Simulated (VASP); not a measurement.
**Au and the effect of the functional**

```
Au
1.0
     2.74841    0.00000    0.00000
     0.00000    2.74841    0.00000
     0.00000    0.00000    2.74841
Au
1
Direct
  0.50000 0.50000 0.50000
```

This isn't the form of Au at room conditions, which is fcc.

Kept alike: task band structure; k mesh 10 × 10 × 10; occupations fermi-dirac, width 0.05 eV; no spin polarisation. Program: VASP, PAW files Au, 520 eV. The mesh is that of the run's cell of 1 atom. No spin-orbit coupling.

| functional | pressure (GPa) |
| --- | --- |
| AM05 | -6.22 |
| BLYP | 8.13 |
| LDA | -9.62 |
| PBE | 0.04 |
| PBEsol | -6.49 |
| PW91 | 0.59 |
| RPBE | 3.39 |
| SCAN | -6.75 |
| TPSS | -2.82 |
| r2SCAN | -3.03 |
| revPBE | 2.44 |

Pressure is positive in compression; the values hold the error of the finite cutoff, so their zero can differ a little from the energy's minimum. For a metal such a mesh leaves the last digits unconverged. Runs of this series that gave no sound value for these columns are left out. Potentials were made for PBE (AM05, BLYP, PBE, PBEsol, PW91, RPBE, SCAN, TPSS, r2SCAN, revPBE); LDA (LDA).

What does the functional change here?

The pressure runs from -9.62 (LDA) to 8.13 GPa (BLYP). From PBE: AM05 -6.26; BLYP +8.09; LDA -9.66; PBEsol -6.53; PW91 +0.55; RPBE +3.35; SCAN -6.79; TPSS -2.86; r2SCAN -3.07; revPBE +2.40. A positive pressure means that the functional's own cell is larger than the one given, a negative one that it is smaller.

At this fixed volume, LDA would contract simple-cubic gold the most and BLYP would expand it the most. PBEsol and AM05 also favour a smaller cell, while revPBE and RPBE favour a larger one. The main cause is the gradient dependence of exchange: a stronger enhancement favours the more inhomogeneous density of a stretched lattice, weakening the cohesion from the 6s electrons and the overlapping 5d shells. PBEsol softens this enhancement relative to PBE, whereas revPBE and RPBE strengthen it. BLYP goes further still, probably because its correlation part does not recover the uniform electron gas, a poor starting point for a metal. The three meta-GGAs all fall between LDA and PBE, but SCAN and r2SCAN differ clearly despite their shared design.

The near-zero PBE value suggests that the cell was relaxed with that functional, so it is no sign of accuracy; in fcc gold, PBE is known to overestimate the lattice constant. Turning these pressures into equilibrium volumes would require each functional's compressibility.
